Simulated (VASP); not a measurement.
Input of a VASP 6.6.1 run:

The input POSCAR:

```
ZnS
1.0
    3.8227000000      0.0000000000      0.0000000000
   -1.9113500000      3.3105553110      0.0000000000
    0.0000000000      0.0000000000     12.5200000000
Zn S
4 4
Direct
    0.6666666667      0.3333333333      0.7500000000
    0.3333333333      0.6666666667      0.2500000000
    0.0000000000      0.0000000000      0.5000000000
    0.0000000000      0.0000000000      0.0000000000
    0.6666666667      0.3333333333      0.9375000000
    0.3333333333      0.6666666667      0.4375000000
    0.0000000000      0.0000000000      0.6875000000
    0.0000000000      0.0000000000      0.1875000000
```

Contents of INCAR.step1:

```
SYSTEM = ZnS
AGGAC    = 1.0          
AGGAX    = 1.0          
ALDAC    = 0.0          
ALDAX    = 1.0          
ALGO     = Normal         ! electronic algorithm
EDIFF    = 1E-7           ! SCF threshold, eV
ENCUT    = 520            ! plane-wave cutoff, eV
GGA      = B5             ! functional
ISIF     = 2              ! what is computed and relaxed
ISMEAR   = -1             ! smearing method
LASPH    = .TRUE.         ! aspherical terms in the spheres
LCHARG   = .TRUE.         ! write CHGCAR
LREAL    = .FALSE.        ! projectors in reciprocal space
LWAVE    = .FALSE.        ! write WAVECAR
NELM     = 80             ! most SCF steps
PREC     = Accurate       ! precision mode
SIGMA    = 0.05           ! smearing width, eV
```

File KPOINTS.step1:

```
k-points
0
G
  8 8 3
  0 0 0
```

The input INCAR.step2:

```
SYSTEM = ZnS
AGGAC    = 1.0          
AGGAX    = 1.0          
ALDAC    = 0.0          
ALDAX    = 1.0          
ALGO     = Normal         ! electronic algorithm
EDIFF    = 1E-7           ! SCF threshold, eV
ENCUT    = 520            ! plane-wave cutoff, eV
GGA      = B5             ! functional
ICHARG   = 11             ! starting density
ISIF     = 2              ! what is computed and relaxed
ISMEAR   = 0              ! smearing method
LASPH    = .TRUE.         ! aspherical terms in the spheres
LCHARG   = .FALSE.        ! write CHGCAR
LREAL    = .FALSE.        ! projectors in reciprocal space
LWAVE    = .FALSE.        ! write WAVECAR
NELM     = 80             ! most SCF steps
PREC     = Accurate       ! precision mode
SIGMA    = 0.05           ! smearing width, eV
```

File KPOINTS.step2:

```
path GMKGALHA,LM,KH
15
line-mode
reciprocal
 0.0000000000  0.0000000000  0.0000000000  G
 0.5000000000  0.0000000000  0.0000000000  M

 0.5000000000  0.0000000000  0.0000000000  M
 0.3333333333  0.3333333333  0.0000000000  K

 0.3333333333  0.3333333333  0.0000000000  K
 0.0000000000  0.0000000000  0.0000000000  G

 0.0000000000  0.0000000000  0.0000000000  G
 0.0000000000  0.0000000000  0.5000000000  A

 0.0000000000  0.0000000000  0.5000000000  A
 0.5000000000  0.0000000000  0.5000000000  L

 0.5000000000  0.0000000000  0.5000000000  L
 0.3333333333  0.3333333333  0.5000000000  H

 0.3333333333  0.3333333333  0.5000000000  H
 0.0000000000  0.0000000000  0.5000000000  A

 0.5000000000  0.0000000000  0.5000000000  L
 0.5000000000  0.0000000000  0.0000000000  M

 0.3333333333  0.3333333333  0.0000000000  K
 0.3333333333  0.3333333333  0.5000000000  H
```

Potentials or basis: VASP PAW PBE potentials, release 64 (Zn, S).

Command:

```bash
$ cat potpaw_PBE.64/Zn/POTCAR potpaw_PBE.64/S/POTCAR > POTCAR
$ cp INCAR.step1 INCAR
$ cp KPOINTS.step1 KPOINTS
$ mpirun -np 1 vasp_std > vasp.out
$ cp INCAR.step2 INCAR
$ cp KPOINTS.step2 KPOINTS
$ mpirun -np 1 vasp_std > vasp.out
```

(1) What does it give for the band gap on the k mesh?

(2) Predict the band gap along the path.

Results:

(1) 2.14 eV, direct.

(2) 2.14 eV, direct.

Caveat: the log is that of the step along the path at fixed density, whose energy, stress, charges and moments have no meaning.

**Experimental background.**

A printed reference work, monograph reports, for a bulk crystal of ZnS at 4 K: band gap 3.911 eV (direct).

Measured gap of ZnS: 3.911 eV (direct; 4 K; a printed reference work, monograph). This calculation gives 2.14 eV (-1.77 eV). The value is that of BLYP, without temperature or zero-point motion. Semilocal functionals fall short of measured gaps as a rule.
